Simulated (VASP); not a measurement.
# H2Os (P4/mmm) in VASP: equation of state, part 2 of 2

VASP 6.6.1. The steps go on from the part before.

### Step 6. Equation of state, PBE, 9.91 Å³/atom (volume scaled by 1.04)

File INCAR:

```
  PREC = Accurate
  ENCUT = 520
  EDIFF = 1E-7
  ISMEAR = -1
  SIGMA = 0.05
  LREAL = F
  LASPH = T
  NELM = 60
  ALGO = Normal
  ISIF = 2
  LWAVE = F
  LCHARG = F
  GGA = PE
  NBANDS = 12
```

File KPOINTS:

```
Automatic mesh
0
Gamma
  11 11 6
```

File POSCAR:

```
H2Os
1.0
    2.5245602077      0.0000000000      0.0000000000
    0.0000000000      2.5245602077      0.0000000000
    0.0000000000      0.0000000000      4.6628229978
H Os
2 1
Direct
    0.5000000000      0.5000000000      0.3950400000
    0.5000000000      0.5000000000      0.6049600000
    0.5000000000      0.5000000000      0.0000000000
```

Potentials or basis: VASP PAW PBE potentials, release 64 (H, Os).

Command:

```console
cat potpaw_PBE.64/H/POTCAR potpaw_PBE.64/Os/POTCAR > POTCAR
mpirun -np 1 vasp_std > vasp.out
```

OUTCAR:

```text
PREC = Accurate
   ENCUT = 520
   EDIFF = 1E-7
   ISMEAR = -1
   LREAL = F
   LASPH = T
   NELM = 60
   ISIF = 2
   GGA = PE

 Found     84 irreducible k-points:

 Following reciprocal coordinates:
            Coordinates               Weight
  0.000000  0.000000  0.000000      1.000000
  0.090909  0.000000  0.000000      4.000000
  0.181818  0.000000  0.000000      4.000000
  0.272727  0.000000  0.000000      4.000000
  0.363636  0.000000  0.000000      4.000000
  0.454545  0.000000  0.000000      4.000000
   k-points           NKPTS =     84   k-points in BZ     NKDIM =     84   number of bands    NBANDS=     12
   number of dos      NEDOS =    301   number of ions     NIONS =      3
   total plane-waves  NPLWV =  14400
   dimension x,y,z NGX =    20 NGY =   20 NGZ =   36
   dimension x,y,z NGXF=    40 NGYF=   40 NGZF=   72
   ions per type =               2   1
   NGX,Y,Z   is equivalent  to a cutoff of  13.17, 13.17, 12.84 a.u.
   NGXF,Y,Z  is equivalent  to a cutoff of  26.34, 26.34, 25.67 a.u.
 SYSTEM =  unknown system
   PREC   = accura    normal or accurate (medium, high low for compatibility)
   ISTART =      0    job   : 0-new  1-cont  2-samecut
   ICHARG =      2    charge: 1-file 2-atom 10-const
   ISPIN  =      1    spin polarized calculation?
   LNONCOLLINEAR =      F non collinear calculations
   LSORBIT =      F    spin-orbit coupling
   LASPH  =      T    aspherical Exc in radial PAW
   ENCUT  =  520.0 eV  38.22 Ry    6.18 a.u.   4.69  4.69  8.67*2*pi/ulx,y,z
   NELM   =     60;   NELMIN=  2; NELMDL= -5     # of ELM steps
   EDIFF  = 0.1E-06   stopping-criterion for ELM
   LREAL  =      F    real-space projection
   EDIFFG = 0.1E-05   stopping-criterion for IOM
   NSW    =      0    number of steps for IOM
   IBRION =     -1    ionic relax: 0-MD 1-quasi-New 2-CG
   NFREE  =      0    steps in history (QN), initial steepest desc. (CG)
   ISIF   =      2    stress and relaxation
   ISYM   =      2    0-nonsym 1-usesym 2-fastsym
   POTIM  = 0.5000    time-step for ionic-motion
   TEBEG  =    0.0;   TEEND  =   0.0 temperature during run
   PSTRESS=    0.0 pullay stress
   NELECT =      10.0000    total number of electrons
   NUPDOWN=      -1.0000    fix difference up-down
   EMIN   =  10.00;   EMAX   =-10.00  energy-range for DOS
   EFERMI =   0.00;   METHOD = LEGACY
   ISMEAR =    -1;   SIGMA  =   0.05  broadening in eV -4-tet -1-fermi 0-gaus
   EFERMI_NEDOS =   21; number of points for ismear=-14 and -15
   IALGO  =     38    algorithm
   IMIX   =      4    mixing-type and parameters
     AMIX     =   0.40;   BMIX     =  1.00
     AMIX_MAG =   1.60;   BMIX_MAG =  1.00
  volume/ion in A,a.u.               =       9.91        66.85
  Fermi-wavevector in a.u.,A,eV,Ry     =   1.138679  2.151792 17.641181  1.296590
  Thomas-Fermi vector in A             =   2.275383
   LORBIT       =      0    0 simple, 1 ext, 2 COOP (PROOUT), +10 PAW based schemes
   GGA     = PE    functional components
   LHFCALC =     F    Hartree Fock is set to
   AEXX    =    0.0000 exact exchange contribution
   IVDW    =     0    specifies the selected vdW correction
   LEPSILON=     F    determine dielectric tensor
   LRPA    =     F    only Hartree local field effects (RPA)
 non-spin polarized calculation
  energy-cutoff  :      520.00
  volume of cell :       29.72
 maximum number of plane-waves:       826
 NGX is ok and might be reduce to    20
   NGX =  9   NGY =  9   NGZ = 17

 number of electron      10.0000001 magnetization

 Free energy of the ion-electron system (eV)
  ---------------------------------------------------
  ext. energy  EPLUGINS =         0.00000000
  ---------------------------------------------------
  free energy    TOTEN  =       -15.75324183 eV

  energy without entropy =      -15.73935892  energy(sigma->0) =      -15.74630037

 E-fermi :   3.0187     XC(G=0): -10.5478

 val. band max:        3.0069080640   @ k =   0.1818   0.0909   0.1667
 cond. band min:       3.0234430106   @ k =   0.3636   0.0000   0.0000
 fundamental gap:      0.0165349465
 Fermi energy:         3.0186567328

 k-point     1 :       0.0000    0.0000    0.0000
  band No.  band energies     occupation
      1      -6.6979      2.00000
      2      -3.6700      2.00000
      3      -2.4769      2.00000
      4       2.3916      1.99999
      5       3.9849      0.00000
      6       3.9849      0.00000
      7       5.6017      0.00000
      8       5.8113      0.00000
      9      16.0686      0.00000
     10      17.0980      0.00000
     11      20.0800      0.00000
     12      20.0800      0.00000

 k-point     2 :       0.0909    0.0000    0.0000
  band No.  band energies     occupation
      1      -6.5348      2.00000
      2      -3.4229      2.00000
      3      -2.2124      2.00000
      4       1.9962      2.00000
      5       4.0246      0.00000
      6       4.1756      0.00000
      7       5.4797      0.00000
      8       5.6702      0.00000
      9      15.6614      0.00000
     10      16.3636      0.00000
     11      20.1494      0.00000
     12      20.4586      0.00000

 k-point     3 :       0.1818    0.0000    0.0000
  band No.  band energies     occupation
      1      -6.0983      2.00000
      2      -2.9438      2.00000
      3      -1.2167      2.00000
      4       1.1251      2.00000
      5       4.1327      0.00000
      6       4.5903      0.00000
      7       4.6763      0.00000
      8       5.8579      0.00000
      9      13.1540      0.00000
     10      17.0458      0.00000
     11      19.4412      0.00000
     12      21.3965      0.00000

 k-point     4 :       0.2727    0.0000    0.0000
  band No.  band energies     occupation
      1      -5.4999      2.00000
      2      -2.5095      2.00000
      3       0.1834      2.00000
      4       0.5232      2.00000
      5       3.7633      0.00000
      6       4.2779      0.00000
      7       5.1058      0.00000
      8       6.0949      0.00000
      9      10.9713      0.00000
     10      17.3233      0.00000
     11      17.6708      0.00000
     12      21.2518      0.00000

 k-point     5 :       0.3636    0.0000    0.0000
  band No.  band energies     occupation
      1      -4.8883      2.00000
      2      -2.1459      2.00000
      3      -0.5674      2.00000
      4       2.4007      1.99999
      5       3.0234      0.95217
      6       4.4152      0.00000
      7       5.6175      0.00000
      8       6.1941      0.00000
      9       9.8947      0.00000
     10      15.0580      0.00000
     11      17.6654      0.00000
     12      20.6102      0.00000

 k-point     6 :       0.4545    0.0000    0.0000
  band No.  band energies     occupation
      1      -4.4779      2.00000
      2      -1.9224      2.00000
      3      -0.9765      2.00000
      4       2.6183      1.99933
      5       3.5000      0.00013
      6       4.4985      0.00000
      7       5.9546      0.00000
      8       6.0791      0.00000
      9      10.4942      0.00000
     10      13.0016      0.00000
     11      17.2390      0.00000
     12      20.7099      0.00000

 [... further k-points ...]
[... 5 lines left out ...]
  --------------------------------------------------------------------------------------
  -------------------------------------------------------------------------------------
  Total       -1.1746656     -1.1746656     -1.0632963      0.0000000     -0.0000000      0.0000000
  in kB      -63.3292644    -63.3292644    -57.3250558      0.0000000     -0.0000000      0.0000000
  external PRESSURE =     -61.3278615 kB  Pullay stress =       0.0000000 kB

 VOLUME and BASIS-vectors are now :
 -----------------------------------------------------------------------------
  energy-cutoff  :      520.00
  volume of cell :       29.72
      direct lattice vectors                 reciprocal lattice vectors
     2.524560208  0.000000000  0.000000000     0.396108596  0.000000000  0.000000000
     0.000000000  2.524560208  0.000000000     0.000000000  0.396108596  0.000000000
     0.000000000  0.000000000  4.662822998     0.000000000  0.000000000  0.214462355

 POSITION                                       TOTAL-FORCE (eV/Angst)
 -----------------------------------------------------------------------------------
      1.26228      1.26228      1.84200         0.000000      0.000000      0.055874
      1.26228      1.26228      2.82082         0.000000      0.000000     -0.055874
      1.26228      1.26228      0.00000         0.000000      0.000000      0.000000
 -----------------------------------------------------------------------------------
    total drift:                                0.000000      0.000000     -0.000000

  FREE ENERGIE OF THE ION-ELECTRON SYSTEM (eV)
  ---------------------------------------------------
  free  energy   TOTEN  =       -15.7532418257 eV

  energy  without entropy=      -15.7393589175  energy(sigma->0) =      -15.74630037
```

It took 25 s on 1 thread of Intel Xeon Platinum 8375C at 2.90GHz (Ice Lake), shared host; peak memory 0.16 GiB.

What came out:

| Item | Value |
| --- | --- |
| Free energy | -15.7532 eV |
| Pressure | -6.1 GPa |
| Largest force | 0.056 eV/Å |
| Band gap on the k mesh | none (metal or under the smearing width) |

### Step 7. Equation of state, PBE, 10.10 Å³/atom (volume scaled by 1.06)

File INCAR:

```
PREC = Accurate
ENCUT = 520
EDIFF = 1E-7
ISMEAR = -1
SIGMA = 0.05
LREAL = F
LASPH = T
NELM = 60
ALGO = Normal
ISIF = 2
LWAVE = F
LCHARG = F
GGA = PE
NBANDS = 12
```

KPOINTS is that of step 6.

File POSCAR:

```
H2Os
1.0
    2.5406406425      0.0000000000      0.0000000000
    0.0000000000      2.5406406425      0.0000000000
    0.0000000000      0.0000000000      4.6925233081
H Os
2 1
Direct
    0.5000000000      0.5000000000      0.3950400000
    0.5000000000      0.5000000000      0.6049600000
    0.5000000000      0.5000000000      0.0000000000
```

Command:

```console
cat potpaw_PBE.64/H/POTCAR potpaw_PBE.64/Os/POTCAR > POTCAR
mpirun -np 1 vasp_std > vasp.out
```

It took 22 s on 1 thread of Intel Xeon Platinum 8375C at 2.90GHz (Ice Lake), shared host; peak memory 0.16 GiB.

The run converged. Its results:

| Quantity | Value |
| --- | --- |
| Free energy | -15.7272 eV |
| Pressure | -8.8 GPa |
| Largest force | 0.063 eV/Å |
| Band gap on the k mesh | none (metal or under the smearing width) |

### Step 8. Equation of state, PBE

Potentials or basis: VASP PAW PBE potentials, release 64 (H, Os).

No new run: the results of the series are fitted here.

What came out:

* Equilibrium volume: 9.54 Å³/atom
* Bulk modulus at fixed shape and positions: 171 GPa
* Pressure derivative of the bulk modulus: 4.5

Energy against volume, from the lowest point:
```tsv
volume (Å³/atom)	energy (meV/atom)
8.954	21.49
9.144	9.39
9.335	2.40
9.525	0.00
9.716	1.69
9.906	7.08
10.097	15.76
```

Caveat: the cell was scaled at fixed shape and fractional positions, which overstates the stiffness of a crystal with free parameters, most of all of layers and chains. Spin-orbit coupling is left out, which matters for the levels of Os.
